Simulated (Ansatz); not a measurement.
BaS, DFT, PBE, PAW with Ansatz's default frozen-core files, scalar-relativistic (Ansatz 0.2.0), run on 1 thread of AMD EPYC 9R45 (Zen 5) on a shared host.

The structure comes from a relaxation in the same program, started in the zincblende type, and has space group F-43m. Whether it is a known phase or the ground state wasn't checked.

Command: `ansatz run input.yaml --threads 1 --pin off --max-ram 2048MiB --backend cpu --events-out ev --progress --plain --runs-dir out`

```yaml
crystal:
  lattice:
    - [0.0, 3.5161364223, 3.5161364223]
    - [3.5161364223, 0.0, 3.5161364223]
    - [3.5161364223, 3.5161364223, 0.0]
  atoms:
    - { symbol: Ba, position: [0.0, 0.0, 0.0] }
    - { symbol: S, position: [0.25, 0.25, 0.25] }
kpoints:
  mp_grid: { grid: [9, 9, 9] }
  band_path:
    path:
      - [0.0, 0.0, 0.0]
      - [-0.5, -0.5, 0.0]
      - [-0.375, -0.375, 0.25]
      - [-0.375, 0.0, 0.375]
      - [0.0, 0.0, 0.0]
      - [0.0, 0.0, 0.5]
      - [-0.5, -0.25, 0.25]
      - [-0.5, -0.5, 0.0]
    npoints: 14
scf:
  occupations: { method: fermi_dirac, width: 0.08 }
hamiltonian:
  xc: pbe
  pseudopotentials: { kind: paw }
output:
  forces: true
  stress: true
  eigenvalues: true
  efg: { contact_densities: true }
  populations: true
  bader: true
  dos: { projected: true, de: 0.2, e_range: [-14, 8] }
  write_density: true
  write_potential: true
  elf: true
  volumetric_format: npy
```

Task: How large is the problem that the program sets up?

Result: 35 irreducible k-points, 1687 plane waves at Γ, 12 bands.

Task: Estimate the wall time and the peak memory.

Result: 11 s of wall time for 6 SCF iterations, with a peak of 0.48 GiB. Times on shared machines scatter by tens of per cent.

Task: And the same cell and mesh by full-potential LAPW, asked for forces, stress, eigenvalues, populations, dos and the same band path, on the same hardware?

Result: 7.8 s, peak memory 0.35 GiB.

Task: And the same cell and mesh by crystal-made all-electron datasets, asked for forces, stress, eigenvalues, efg and the same band path, on the same hardware?

Result: 5.5 s, peak memory 0.52 GiB.
